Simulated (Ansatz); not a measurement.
Wanted: the native input for an Ansatz 0.2.0 run.

* Task: band structure
* Functional: PBEsol
* Potentials or basis: all-electron LAPW, inner shells corrected to Dirac's equation
* Cutoff: 282 eV (chosen from the basis error)
* Basis error allowed: 0.002 eV/atom
* k mesh: 10 × 10 × 8
* Occupations: fermi-dirac, width 0.05 eV
* Spin: no spin polarisation

The system is TiB2.

```
CELL_PARAMETERS angstrom
3.02920 0.00000 0.00000
-1.51460 2.62336 0.00000
0.00000 0.00000 3.22840
ATOMIC_POSITIONS crystal
Ti 0.00000 0.00000 0.00000
B 0.66667 0.33333 0.50000
B 0.33333 0.66667 0.50000
```

One way to write it, as run:

input.yaml

```yaml
crystal:
  lattice:
    - [3.0292, 0.0, 0.0]
    - [-1.5146, 2.6233641531, 0.0]
    - [0.0, 0.0, 3.2284]
  atoms:
    - { symbol: Ti, position: [0.0, 0.0, 0.0] }
    - { symbol: B, position: [0.6666666667, 0.3333333333, 0.5] }
    - { symbol: B, position: [0.3333333333, 0.6666666667, 0.5] }
kpoints:
  mp_grid: { grid: [10, 10, 8] }
  band_path:
    path:
      - [0.0, 0.0, 0.0]
      - [0.5, 0.0, 0.0]
      - [0.3333333333, 0.3333333333, 0.0]
      - [0.0, 0.0, 0.0]
      - [0.0, 0.0, 0.5]
      - [0.5, 0.0, 0.5]
      - [0.3333333333, 0.3333333333, 0.5]
      - [0.0, 0.0, 0.5]
    npoints: 6
scf:
  occupations: { method: fermi_dirac, width: 0.05 }
hamiltonian:
  xc: pbesol
  pseudopotentials:
    kind: all_electron
    lapw: { basis_error: 0.002 }
    dirac_shells: { Ti: ["2p"] }
output:
  forces: true
  stress: true
  eigenvalues: true
```

Potentials or basis: all-electron LAPW, inner shells corrected to Dirac's equation.

Launch:

```console
$ ansatz run input.yaml --threads 2 --pin off --max-ram 8192MiB --backend cpu --events-out ev --progress --plain --runs-dir out
```

Results of the run:

| Quantity | Value |
| --- | --- |
| Pressure | -5.1 GPa |
| Band gap along the path | none (metal or under the smearing width) |

Run time: 10 s on 2 threads of Intel(R) Xeon(R) Processor @ 2.50GHz (Skylake/Cascade Lake), with other jobs on the host, peak memory 0.32 GiB.
